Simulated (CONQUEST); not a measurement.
Hf:

```
CELL_PARAMETERS angstrom
3.61000 0.00000 0.00000
0.00000 3.61000 0.00000
0.00000 0.00000 3.61000
ATOMIC_POSITIONS crystal
Hf 0.00000 0.00000 0.00000
Hf 0.50000 0.50000 0.50000
```

This isn't the form of Hf at room conditions, which is hcp.

| Property | Result |
| --- | --- |
| Program | CONQUEST 1.3 |
| Task | single point |
| Functional | PBE |
| Potentials or basis | PseudoDojo NC PBE, DZ, grid cutoff 120 Ha |
| k mesh | 7 × 7 × 7 |
| Occupations | fermi-dirac, width 0.05 eV |
| Spin | no spin polarisation |

On this cell: pressure -8.2 GPa; largest force zero by symmetry; band gap on the k mesh none (metal or under the smearing width).

The same run follows on a disturbed copy (atoms of the box moved at random, drawn with an rms of 0.05 Å):

```
CELL_PARAMETERS angstrom
3.61000 0.00000 0.00000
0.00000 3.61000 0.00000
0.00000 0.00000 3.61000
ATOMIC_POSITIONS crystal
Hf 0.00501 0.99478 0.00144
Hf 0.49483 0.49758 0.48179
```

Problem. What changes?

Solution. The energy (extrapolated to zero smearing) moves by +5.7 meV/atom; pressure -7.9 GPa; largest force 0.339 eV/Å; band gap on the k mesh none (metal or under the smearing width).

Forces on the atoms (eV/Å):
```
Hf  -0.155  0.039 -0.288
Hf   0.155 -0.049  0.298
```

Stress tensor (GPa, compression positive):
```
-7.89 -0.04  0.28
-0.04 -7.90 -0.07
 0.28 -0.07 -8.00
```

Caveats: the atomic basis is small; the basis of atomic orbitals isn't converged, which shifts pressures, moduli and gaps; the box holds several primitive cells, so bands are folded and the points are those of the box's own zone (some runs).
